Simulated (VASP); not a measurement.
# Sb (R-3m) in VASP: a series of runs

One crystal, Sb, is run at these levels: PBE+D3(BJ), PBE; tasks: relaxation of cell and atoms.

Everything below comes from runs of VASP 6.6.1. Logs are shortened: lines on timing, memory, paths and dates and some standing lists are left out, and cuts for length are marked.

**1. Starting point**

It takes space group R-3m (No. 166, trigonal). The conventional cell has a = 4.308 Å, b = 4.308 Å, c = 11.274 Å, α = 90.00°, β = 90.00°, γ = 120.00°. Sb (site symmetry 3m) is surrounded by 3 Sb at 2.91 Å.

**2. Relaxation of cell and atoms, PBE+D3(BJ)**

The input, INCAR:

```
SYSTEM = Sb
ALGO = Normal
EDIFF = 1E-6
EDIFFG = -0.01
ENCUT = 600
GGA = PE
IBRION = 2
ISIF = 3
ISMEAR = 0
IVDW = 12
LASPH = .True.
LCHARG = .False.
LREAL = .False.
LWAVE = .False.
NELM = 80
NSW = 90
PREC = Accurate
SIGMA = 0.03
```

The input, KPOINTS:

```
k-points
0
Gamma
  9 9 9
  0 0 0
```

The input, POSCAR:

```
Sb
1.0
    2.1542000000      1.2437279499      3.7580000000
   -2.1542000000      1.2437279499      3.7580000000
    0.0000000000     -2.4874558998      3.7580000000
Sb
2
Direct
    0.2334900000      0.2334900000      0.2334900000
    0.7665100000      0.7665100000      0.7665100000
```

Potentials or basis: VASP PAW PBE potentials, release 64 (Sb).

Command:

```
cat potpaw_PBE.64/Sb/POTCAR > POTCAR
mpirun -np 1 vasp_std > vasp.out
```

OUTCAR:

```text
SYSTEM = Sb
   EDIFF = 1E-6
   EDIFFG = -0.01
   ENCUT = 600
   GGA = PE
   IBRION = 2
   ISIF = 3
   ISMEAR = 0
   IVDW = 12
   LASPH = .True.
   LREAL = .False.
   NELM = 80
   NSW = 90
   PREC = Accurate
 IVDW          = 12

 ion  position               nearest neighbor table
   1  0.233  0.233  0.233-   2 2.91   2 2.91   2 2.91   2 3.35   2 3.35   2 3.35
   2  0.767  0.767  0.767-   1 2.91   1 2.91   1 2.91   1 3.35   1 3.35   1 3.35

  LATTYP: Found a trigonal (rhomboedric) cell.
 ALAT       =     4.5066618304
 COS(alpha) =     0.5430253624

  Lattice vectors:

 A1 = (   2.1542000000,   1.2437279499,   3.7580000000)
 A2 = (  -2.1542000000,   1.2437279499,   3.7580000000)
 A3 = (   0.0000000000,  -2.4874558998,   3.7580000000)

Analysis of symmetry for initial positions (statically):
=====================================================================
 Subroutine PRICEL returns:
 Original cell was already a primitive cell.

 Routine SETGRP: Setting up the symmetry group for a
 trigonal (rhombohedral) supercell.

 Subroutine GETGRP returns: Found 12 space group operations
 (whereof 12 operations were pure point group operations)
 out of a pool of 12 trial point group operations.

The static configuration has the point symmetry D_3d.

Analysis of symmetry for dynamics (positions and initial velocities):
=====================================================================
 Subroutine PRICEL returns:
 Original cell was already a primitive cell.

 Routine SETGRP: Setting up the symmetry group for a
 trigonal (rhombohedral) supercell.

 Subroutine GETGRP returns: Found 12 space group operations
 (whereof 12 operations were pure point group operations)
 out of a pool of 12 trial point group operations.

The dynamic configuration has the point symmetry D_3d.

 Subroutine INISYM returns: Found 12 space group operations
 (whereof 12 operations are pure point group operations),
 and found     1 'primitive' translations

----------------------------------------------------------------------------------------

                                     Primitive cell

  volume of cell :      60.4115

  direct lattice vectors                    reciprocal lattice vectors
     2.154200000  1.243727950  3.758000000     0.232104726  0.134005726  0.088699663
    -2.154200000  1.243727950  3.758000000    -0.232104726  0.134005726  0.088699663
     0.000000000 -2.487455900  3.758000000     0.000000000 -0.268011452  0.088699663

  length of vectors
     4.506661830  4.506661830  4.506661830     0.282307932  0.282307932  0.282307932

  position of ions in fractional coordinates (direct lattice)
     0.233490000  0.233490000  0.233490000
     0.766510000  0.766510000  0.766510000

  ion indices of the primitive-cell ions
[... 71 lines left out ...]
   LSORBIT =      F    spin-orbit coupling
   LASPH  =      T    aspherical Exc in radial PAW
   ENCUT  =  600.0 eV  44.10 Ry    6.64 a.u.   9.00  9.00  9.00*2*pi/ulx,y,z
   NELM   =     80;   NELMIN=  2; NELMDL= -5     # of ELM steps
   EDIFF  = 0.1E-05   stopping-criterion for ELM
   LREAL  =      F    real-space projection
   EDIFFG = -.1E-01   stopping-criterion for IOM
   NSW    =     90    number of steps for IOM
   IBRION =      2    ionic relax: 0-MD 1-quasi-New 2-CG
   NFREE  =      1    steps in history (QN), initial steepest desc. (CG)
   ISIF   =      3    stress and relaxation
   ISYM   =      2    0-nonsym 1-usesym 2-fastsym
   POTIM  = 0.5000    time-step for ionic-motion
   TEBEG  =    0.0;   TEEND  =   0.0 temperature during run
   PSTRESS=    0.0 pullay stress
   NELECT =      10.0000    total number of electrons
   NUPDOWN=      -1.0000    fix difference up-down
   EMIN   =  10.00;   EMAX   =-10.00  energy-range for DOS
   EFERMI =   0.00;   METHOD = LEGACY
   ISMEAR =     0;   SIGMA  =   0.03  broadening in eV -4-tet -1-fermi 0-gaus
   EFERMI_NEDOS =   21; number of points for ismear=-14 and -15
   IALGO  =     38    algorithm
   IMIX   =      4    mixing-type and parameters
     AMIX     =   0.40;   BMIX     =  1.00
     AMIX_MAG =   1.60;   BMIX_MAG =  1.00
  volume/ion in A,a.u.               =      30.21       203.84
  Fermi-wavevector in a.u.,A,eV,Ry     =   0.898880  1.698637 10.993305  0.807985
  Thomas-Fermi vector in A             =   2.021644
   LORBIT       =      0    0 simple, 1 ext, 2 COOP (PROOUT), +10 PAW based schemes
   GGA     = PE    functional components
   LHFCALC =     F    Hartree Fock is set to
   AEXX    =    0.0000 exact exchange contribution
   IVDW    =    12    specifies the selected vdW correction
   LEPSILON=     F    determine dielectric tensor
   LRPA    =     F    only Hartree local field effects (RPA)
 conjugate gradient relaxation of ions
 non-spin polarized calculation
 Gauss-broadening in eV      SIGMA  =   0.03
  energy-cutoff  :      600.00
  volume of cell :       60.41
 maximum number of plane-waves:      2039
   NGX = 17   NGY = 17   NGZ = 17

--------------------------------------- Ionic step        1  -------------------------------------------

 number of electron      10.0000000 magnetization

 Free energy of the ion-electron system (eV)
  ---------------------------------------------------
  ext. energy  EPLUGINS =         0.00000000
  ---------------------------------------------------
  free energy    TOTEN  =        -8.25555506 eV

  energy without entropy =       -8.25550395  energy(sigma->0) =       -8.25552950

------------------------ aborting loop because EDIFF is reached ----------------------------------------

 Edisp (eV)   -0.94507

 E8    (eV) :    -0.4410
[... 271 lines left out ...]
--------------------------------------- Ionic step        8  -------------------------------------------

 number of electron      10.0000000 magnetization

 Free energy of the ion-electron system (eV)
  ---------------------------------------------------
  ext. energy  EPLUGINS =         0.00000000
  ---------------------------------------------------
  free energy    TOTEN  =        -8.25160820 eV

  energy without entropy =       -8.25142941  energy(sigma->0) =       -8.25151880

 E-fermi :   7.3690     XC(G=0):  -9.5908

 val. band max:        7.3384661412   @ k =   0.3333   0.1111   0.1111
 cond. band min:       7.3913357456   @ k =   0.4444  -0.0000  -0.0000
 fundamental gap:      0.0528696044
 Fermi energy:         7.3690077099

 k-point     1 :       0.0000    0.0000    0.0000
  band No.  band energies     occupation
      1      -5.3350      2.00000
      2       2.6808      2.00000
      3       5.4120      2.00000
      4       5.5697      2.00000
      5       5.5697      2.00000
      6       9.7360      0.00000
      7      10.2099      0.00000
      8      10.2099      0.00000
      9      12.3332      0.00000
[... 265 lines left out ...]
 k-point    24 :       0.4444    0.4444   -0.0000
  band No.  band energies     occupation
      1      -3.0769      2.00000
      2      -0.3979      2.00000
      3       2.0160      2.00000
      4       3.6737      2.00000
      5       3.7138      2.00000
      6       9.0554      0.00000
      7      12.3436      0.00000
      8      12.7482      0.00000
      9      14.0194      0.00000

 [... further k-points ...]

------------------------ aborting loop because EDIFF is reached ----------------------------------------

 Edisp (eV)   -0.95646

 E8    (eV) :    -0.4462
[... 25 lines left out ...]
  FREE ENERGIE OF THE ION-ELECTRON SYSTEM (eV)
  ---------------------------------------------------
  free  energy   TOTEN  =        -9.2080698382 eV

  energy  without entropy=       -9.2078910473  energy(sigma->0) =       -9.20798044

 reached required accuracy - stopping structural energy minimisation
```

OSZICAR:

```text
N       E                     dE             d eps       ncg     rms          rms(c)
DAV:   1     0.432203393946E+02    0.43220E+02   -0.40305E+03  1530   0.980E+02
DAV:   2    -0.630999754230E+01   -0.49530E+02   -0.48709E+02  2115   0.133E+02
DAV:   3    -0.823703059987E+01   -0.19270E+01   -0.18872E+01  1896   0.310E+01
[... 48 lines left out ...]
       N       E                     dE             d eps       ncg     rms          rms(c)
DAV:   1    -0.825161249746E+01   -0.41485E-03   -0.15547E-03  1597   0.231E-01    0.165E-02
DAV:   2    -0.825161075739E+01    0.17401E-05   -0.39560E-05  1575   0.502E-02    0.100E-02
DAV:   3    -0.825160819772E+01    0.25597E-05   -0.86806E-06  1902   0.182E-02    0.172E-03
DAV:   4    -0.825160819701E+01    0.70906E-09   -0.62963E-07   799   0.623E-03
   8 F= -.92080698E+01 E0= -.92079804E+01  d E =-.671834E-04
```

Run time: 1.9 min. Hardware: 1 thread of Intel Xeon Platinum 8488C (Sapphire Rapids), shared host; peak memory 0.24 GiB.

Results:

* Free energy: -9.2081 eV
* Relaxed volume: 29.86 Å³/atom
* Relaxed cell: a = 4.452 Å, b = 4.452 Å, c = 4.452 Å, α = 58.13°, β = 58.13°, γ = 58.13°
* Space group after relaxing (to 0.05 Å): R-3m (No. 166)
* Energy gained by relaxing: 3.7 meV/atom
* Ionic steps: 8
* Pressure after relaxing: 0.0 GPa
* Largest force after relaxing: 0.009 eV/Å
* Band gap on the k mesh: 0.05 eV, indirect (least direct gap 0.44 eV)
* Dispersion energy per atom: -0.478 eV

Forces in eV/Å, atoms in the order of the input:
```
Sb   0.000  0.000 -0.009
Sb   0.000  0.000  0.009
```

Step by step:
| step | energy change (eV) | largest force (eV/Å) | pressure (GPa) | volume (Å³) |
| --- | --- | --- | --- | --- |
| 1 | 0.0000 | 0.2147 | 0.25 | 60.41 |
| 2 | -0.0034 | 0.0765 | -0.47 | 60.82 |
| 3 | -0.0034 | 0.0490 | -0.61 | 60.91 |
| 4 | -0.0062 | 0.0219 | -0.33 | 60.35 |
| 5 | -0.0074 | 0.0051 | 0.00 | 59.74 |
| 6 | -0.0074 | 0.0076 | 0.03 | 59.67 |
| 7 | -0.0074 | 0.0084 | 0.00 | 59.70 |
| 8 | -0.0074 | 0.0090 | -0.03 | 59.72 |

Final structure:
```
Sb
1.0
     2.16277    1.24868    3.68571
    -2.16277    1.24868    3.68571
     0.00000   -2.49735    3.68571
Sb
2
Cartesian
  0.0000 0.0000 2.6119
  0.0000 0.0000 8.4452
```

Caveat: spin-orbit coupling is left out, which moves the levels of the heavy elements; an odd mesh through Γ misses points on the zone boundary, where band edges often lie.

**3. Relaxation of cell and atoms, PBE+D3(BJ)**

This run uses another cell than the first one, of 29.86 Å³/atom, 0.989 times its volume.

INCAR, as its differences from that of step 2:

```diff
@@ -2,4 +2,4 @@
 ALGO = Normal
-EDIFF = 1E-6
-EDIFFG = -0.01
+EDIFF = 1E-7
+EDIFFG = -0.005
 ENCUT = 600
```

KPOINTS is that of step 2.

The input, POSCAR:

```
Sb                                      
1.0
    2.1627720840      1.2486770449      3.6857128230
   -2.1627720840      1.2486770449      3.6857128230
   -0.0000000000     -2.4973540898      3.6857128230
  Sb            
     2
Direct
     0.2362205493671366    0.2362205493671366    0.2362205493671366
     0.7637794506328633    0.7637794506328633    0.7637794506328633
```

Potentials or basis: VASP PAW PBE potentials, release 64 (Sb).

Command:

```
cat potpaw_PBE.64/Sb/POTCAR > POTCAR
mpirun -np 1 vasp_std > vasp.out
```

Wall time 48 s (1 thread of Intel Xeon Platinum 8488C (Sapphire Rapids), shared host); peak memory 0.24 GiB.

The run converged. Its results:

```yaml
Free_energy: -9.2081 eV
Relaxed_volume: 29.84 Å³/atom
Relaxed_cell: a = 4.451 Å, b = 4.451 Å, c = 4.451 Å, α = 58.13°, β = 58.13°, γ = 58.13°
Space_group_after_relaxing_to_0.05_Å: R-3m (No. 166)
Energy_gained_by_relaxing: 0.0 meV/atom
Ionic_steps: 3
Pressure_after_relaxing: 0.0 GPa
Band_gap_on_the_k_mesh: 0.05 eV, indirect (least direct gap 0.44 eV)
Dispersion_energy_per_atom: -0.479 eV
```

Forces on the atoms (eV/Å):
```
Sb   0.000  0.000 -0.003
Sb   0.000  0.000  0.003
```

Final structure:
```cif
data_structure
_symmetry_space_group_name_H-M 'P 1'
_symmetry_Int_Tables_number 1
_cell_length_a 4.4510
_cell_length_b 4.4510
_cell_length_c 4.4510
_cell_angle_alpha 58.132
_cell_angle_beta 58.132
_cell_angle_gamma 58.132
_cell_volume 59.68
loop_
_atom_site_label
_atom_site_type_symbol
_atom_site_fract_x
_atom_site_fract_y
_atom_site_fract_z
_atom_site_occupancy
Sb1 Sb 0.23619 0.23619 0.23619 1
Sb2 Sb 0.76381 0.76381 0.76381 1
```

Levels at points of the mesh, in eV from the valence-band top:
```tsv
k point	band 1	band 2	band 3	band 4	band 5	band 6	band 7	band 8	band 9
(0.00, 0.00, 0.00)	-12.68	-4.65	-1.93	-1.77	-1.77	2.39	2.87	2.87	4.99
```

Caveat: spin-orbit coupling is left out, which moves the levels of the heavy elements; an odd mesh through Γ misses points on the zone boundary, where band edges often lie.

**4. Relaxation of cell and atoms, PBE**

The input, INCAR:

```
PREC = Accurate
ENCUT = 600
EDIFF = 1E-6
ISMEAR = 0
SIGMA = 0.03
LREAL = F
LASPH = T
NELM = 80
ALGO = Normal
ISIF = 3
LWAVE = F
LCHARG = F
GGA = PE
IBRION = 2
NSW = 90
EDIFFG = -0.01
```

The input, KPOINTS:

```
regular mesh
0
Gamma
  9 9 9
```

The input, POSCAR:

```
Sb
1.0
    2.1542000000      1.2437279499      3.7580000000
   -2.1542000000      1.2437279499      3.7580000000
    0.0000000000     -2.4874558998      3.7580000000
Sb
2
Direct
    0.2334900000      0.2334900000      0.2334900000
    0.7665100000      0.7665100000      0.7665100000
```

Command:

```
cat potpaw_PBE.64/Sb/POTCAR > POTCAR
mpirun -np 1 vasp_std > vasp.out
```

Run time: 2.3 min. Hardware: 1 thread of Intel Xeon Platinum 8259CL at 2.50GHz (Skylake/Cascade Lake), shared host; peak memory 0.24 GiB.

The run converged. Its results:

| Property | Result |
| --- | --- |
| Free energy | -8.2816 eV |
| Relaxed volume | 31.81 Å³/atom |
| Relaxed cell | a = 4.589 Å, b = 4.589 Å, c = 4.589 Å, α = 57.00°, β = 57.00°, γ = 57.00° |
| Space group after relaxing (to 0.05 Å) | R-3m (No. 166) |
| Energy gained by relaxing | 13.0 meV/atom |
| Ionic steps | 7 |
| Pressure after relaxing | 0.0 GPa |
| Band gap on the k mesh | 0.17 eV, indirect (least direct gap 0.50 eV) |

Forces on the atoms (eV/Å):
```
Sb   0.000  0.000  0.002
Sb   0.000  0.000 -0.002
```

Step by step:
```
step  energy change (eV)  largest force (eV/Å)  pressure (GPa)  volume (Å³)
   1              0.0000                0.2158            2.85        60.41
   2             -0.0137                0.2400           -1.59        65.24
   3             -0.0252                0.0681            0.04        63.21
   4             -0.0256                0.0467            0.03        63.30
   5             -0.0259                0.0006            0.01        63.51
   6             -0.0260                0.0004            0.01        63.56
   7             -0.0261                0.0023            0.02        63.62
```

Final structure:
```
Sb
1.0
     2.18993    1.26435    3.82978
    -2.18993    1.26435    3.82978
     0.00000   -2.52871    3.82978
Sb
2
Direct
  0.23303 0.23303 0.23303
  0.76697 0.76697 0.76697
```

Levels at points of the mesh, in eV from the valence-band top:
```tsv
k point	band 3	band 4	band 5	band 6	band 7	band 8
(0.00, 0.00, 0.00)	-1.78	-1.55	-1.55	2.14	2.75	2.75
```

Caveat: spin-orbit coupling is left out, which moves the levels of the heavy elements; an odd mesh through Γ misses points on the zone boundary, where band edges often lie.

**5. Relaxation of cell and atoms, PBE**

This run uses another cell than the first one, of 31.81 Å³/atom, 1.053 times its volume.

INCAR, as its differences from that of step 4:

```diff
@@ -2,3 +2,3 @@
 ENCUT = 600
-EDIFF = 1E-6
+EDIFF = 1E-7
 ISMEAR = 0
@@ -15,2 +15,2 @@
 NSW = 90
-EDIFFG = -0.01
+EDIFFG = -0.005
```

KPOINTS is that of step 4.

The input, POSCAR:

```
Sb                                      
1.0
    2.1899259103      1.2643543138      3.8297785148
   -2.1899259103      1.2643543138      3.8297785148
    0.0000000000     -2.5287086276      3.8297785148
  Sb            
     2
Direct
     0.2330293873557013    0.2330293873557013    0.2330293873557013
     0.7669706126442989    0.7669706126442989    0.7669706126442989
```

Command:

```
cat potpaw_PBE.64/Sb/POTCAR > POTCAR
mpirun -np 1 vasp_std > vasp.out
```

Run time: 54 s. Hardware: 1 thread of Intel Xeon Platinum 8259CL at 2.50GHz (Skylake/Cascade Lake), shared host; peak memory 0.26 GiB.

Results (log left out):

```yaml
Free_energy: -8.2817 eV
Pressure_after_relaxing: 0.0 GPa
Band_gap_on_the_k_mesh: 0.17 eV, indirect (least direct gap 0.50 eV)
```

Forces in eV/Å, atoms in the order of the input:
```
Sb   0.000  0.000  0.003
Sb   0.000  0.000 -0.003
```

Final structure:
```
Sb
1.0
     2.18993    1.26435    3.82978
    -2.18993    1.26435    3.82978
     0.00000   -2.52871    3.82978
Sb
2
Direct
  0.23303 0.23303 0.23303
  0.76697 0.76697 0.76697
```

Levels at points of the mesh, in eV from the valence-band top:
| k point | band 2 | band 3 | band 4 | band 5 | band 6 | band 7 | band 8 | band 9 |
| --- | --- | --- | --- | --- | --- | --- | --- | --- |
| (0.00, 0.00, 0.00) | -4.90 | -1.78 | -1.55 | -1.55 | 2.14 | 2.75 | 2.75 | 5.30 |

Caveat: the relaxation stopped at its first step, so nothing moved; spin-orbit coupling is left out, which moves the levels of the heavy elements; an odd mesh through Γ misses points on the zone boundary, where band edges often lie.
